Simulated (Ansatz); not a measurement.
CuAu3, 4 atoms in the cell. It takes space group Pm-3m (No. 221, cubic). Conventional cell: a = 3.980 Å, b = 3.980 Å, c = 3.980 Å, α = 90.00°, β = 90.00°, γ = 90.00°. Au (site symmetry 4/mmm) has 8 Au at 2.81 Å and 4 Cu at 2.81 Å as nearest neighbours. Around Cu (site symmetry m-3m) lie 12 Au at 2.81 Å. 

* Program: Ansatz 0.2.0
* Task: relaxation of cell and atoms
* Functional: PBEsol
* Potentials or basis: all-electron LAPW, scalar-relativistic
* Basis error allowed: 0.002 eV/atom
* k mesh: 7 × 7 × 7
* Occupations: fermi-dirac, width 0.05 eV
* Spin: no spin polarisation

Potentials or basis: all-electron LAPW, scalar-relativistic.

Command:

```sh
$ ansatz run input.yaml --threads 2 --pin off --max-ram 8192MiB --backend cpu --events-out ev --progress --plain --runs-dir out
```

Hardware: 2 threads of Arm Neoverse V2, on a shared host.

Problem. How long does it take, and how much memory?

Solution. It took 51 s on 2 threads of Arm Neoverse V2, on a shared host, peak memory 0.49 GiB. Counts: scf iterations 29, plane waves 619, k points 20, bands 89, ion steps 4.
